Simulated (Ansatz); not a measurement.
# AlN: the cost of one run

Program: Ansatz 0.2.0. Level of theory: DFT PBE, scalar-relativistic, plane waves, PAW. These are calculated values, not measurements.

2 further runs of the same task are left out: 2 set aside as unsound or not needed.

## Step 1: The system as given

The structure is cubic, space group F-43m (No. 216). Conventional cell: a = 4.403 Å, b = 4.403 Å, c = 4.403 Å, α = 90.00°, β = 90.00°, γ = 90.00°. Al (site symmetry -43m) has 4 N at 1.91 Å as nearest neighbours. Around N (site symmetry -43m) lie 4 Al at 1.91 Å.

Structure file:

```cif
data_structure
_symmetry_space_group_name_H-M 'F-43m'
_symmetry_Int_Tables_number 216
_cell_length_a 4.4032
_cell_length_b 4.4032
_cell_length_c 4.4032
_cell_angle_alpha 90.000
_cell_angle_beta 90.000
_cell_angle_gamma 90.000
_cell_volume 85.37
loop_
_atom_site_label
_atom_site_type_symbol
_atom_site_symmetry_multiplicity
_atom_site_Wyckoff_symbol
_atom_site_fract_x
_atom_site_fract_y
_atom_site_fract_z
_atom_site_occupancy
Al1 Al 4 a 0.00000 0.00000 0.00000 1
N1 N 4 c 0.25000 0.25000 0.25000 1
```

It goes back to an entry of the Materials Project, which need not be the stable form.

It is the result of an earlier relaxation at this level (volume 10.67 Å³/atom; gap on the mesh: 3.31 eV).

## Step 2: Tight relaxation for the response runs

Response runs need a geometry at rest under their own mesh and occupations; hence this stricter relaxation.

Contents of input.yaml:

```yaml
crystal:
  lattice:
    - [0.0, 2.2015871044, 2.2015871044]
    - [2.2015871044, 0.0, 2.2015871044]
    - [2.2015871044, 2.2015871044, 0.0]
  atoms:
    - { symbol: Al, position: [0.0, 0.0, 0.0] }
    - { symbol: "N", position: [0.75, 0.75, 0.75] }
basis:
  ecutwfc: 420
kpoints:
  mp_grid: { grid: [10, 10, 10] }
hamiltonian:
  xc: pbe
scf:
  occupations: { method: fixed }
output:
  forces: true
  stress: true
  eigenvalues: true
relax:
  adjacent_minimum: "off"
  f_tol: 0.001
  max_steps: 60
  cell: { stress_tol: 0.01 }
```

Command:

```console
ansatz run input.yaml --threads 1 --pin off --max-ram 3072MiB --backend cpu --events-out ev --progress --plain --runs-dir out
```

What time and memory should one allow on 1 thread of Arm Neoverse V1, shared host?

About 3.1 s, with a peak of 0.28 GiB.
